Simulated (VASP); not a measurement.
# C₂H₄F₂: convergence, molecular dynamics at constant energy

C₂H₄F₂, molecule in box, 8 atoms in the cell. PBE, molecular dynamics; PAW potentials C, F, H (PBE set). VASP 6.6.1.

Wanted: spread of the conserved energy within 1 meV/atom.

Ensemble: NVE; Starting temperature (K): 1000; Hydrogen mass (amu): natural.

POSCAR:
```
H2CF
1.0
   11.0000000000      0.0000000000      0.0000000000
    0.0000000000     12.0000000000      0.0000000000
    0.0000000000      0.0000000000     12.0000000000
C F H
2 2 4
Direct
    0.5026045500      0.5687500000      0.5143625000
    0.4975772700      0.4441000000      0.5117375000
    0.5864409100      0.4003333300      0.5773458300
    0.5175954500      0.4062750000      0.4064291700
    0.5915227300      0.5966083300      0.4853041700
    0.4880136400      0.5983500000      0.5992375000
    0.4322136400      0.6031666700      0.4604208300
    0.4108409100      0.4092500000      0.5398791700
```

## Time step (fs)

| Time step (fs) | Spread of the conserved energy (meV/atom) | Time (s) |
|---|---|---|
| 3 | no result | 55 |
| 2 | 5.5 | 67 |
| 1.5 | 2.6 | 83 |
| 1 | 1.1 | 91 |
| 0.75 | 0.6 | 103 |
| 0.5 | 0.2 | 123 |
| 0.25 (reference) | 0.1 | 240 |

Chosen: 0.75, the loosest value from which every tighter one stays within the tolerance.

## All choices together

| Input | Spread of the conserved energy (meV/atom) | Time (s) |
|---|---|---|
| chosen settings | 0.6 | 103 |
| reference settings throughout | 0.1 | 240 |

The tolerance is met.

## The input

INCAR:
```
SYSTEM = H2CF
GGA = PE
PREC = Normal
ENCUT = 400
EDIFF = 1E-6
NELMIN = 4
NELM = 60
ALGO = Normal
LREAL = Auto
LASPH = .TRUE.
ISMEAR = 0
SIGMA = 0.05
ISYM = 0
LWAVE = .FALSE.
LCHARG = .FALSE.
IBRION = 0
NSW = 53
POTIM = 0.75
TEBEG = 1000
MDALGO = 1
ANDERSEN_PROB = 0.0
ISIF = 0
RANDOM_SEED = 653156 0 0
NCORE = 4
```

KPOINTS:
```
k-points
0
Gamma
  1 1 1
```

Commands:
```
cat potpaw_PBE.64/C/POTCAR potpaw_PBE.64/F/POTCAR potpaw_PBE.64/H/POTCAR > POTCAR
mpirun -np 4 vasp_gam > vasp.out
```

Limits: 40 fs of 8 atoms are too short for converged averages; so short a run can't show a slow drift of the energy.

The chosen input took VASP 6.6.1 103 s on 4 cores (Intel Xeon 6975P-C (Granite Rapids)), a shared host.

## An input that fails: time step far too long

It gives no converged result.

Changes against the starting input:
```
- NSW = 80
- POTIM = 0.5
+ NSW = 20
+ POTIM = 5
```
